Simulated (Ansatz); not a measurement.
# CsCl: elastic constants from stress and strain

```yaml
crystal:
  lattice:
    - [4.12300, 0.00000, 0.00000]
    - [0.00000, 4.12300, 0.00000]
    - [0.00000, 0.00000, 4.12300]
  atoms:
    - { symbol: Cs, position: [0.00000, 0.00000, 0.00000] }
    - { symbol: Cl, position: [0.50000, 0.50000, 0.50000] }
```

Atom numbers follow the list: Cs1, Cl2.

The cell is COD entry 9008789, as deposited and not checked against the literature; nothing was relaxed.

Spin–orbit coupling is left out, though it moves levels of the heavy atoms by tenths of an eV or more.

Computed with DFT, PBE, all-electron LAPW, scalar-relativistic (Ansatz 0.2.0).

Sampling and basis: a Γ-centred 6×6×6 k mesh, Fermi–Dirac smearing of 0.03 eV, basis error target 1 meV/atom, no spin polarisation.

The unstrained cell is at 1.00 GPa. Large strains and very small stresses are left out. Each strain is applied once, with fractional coordinates held (clamped ions), and σ below is the change of stress, positive in tension. One finite strain gives stress–strain coefficients at this pressure with an error of the order of the strain times third-order constants, a few per cent for each per cent of strain.

**Question.** Estimate the stiffness probed by this change, and the stress that it gives: z strained by +1.5 % at fixed volume.

**Answer.** σzz − σxx = 0.63 GPa and εzz − εxx = 0.0224, so C11 − C12 = (σzz − σxx)/(εzz − εxx) = 28 GPa.
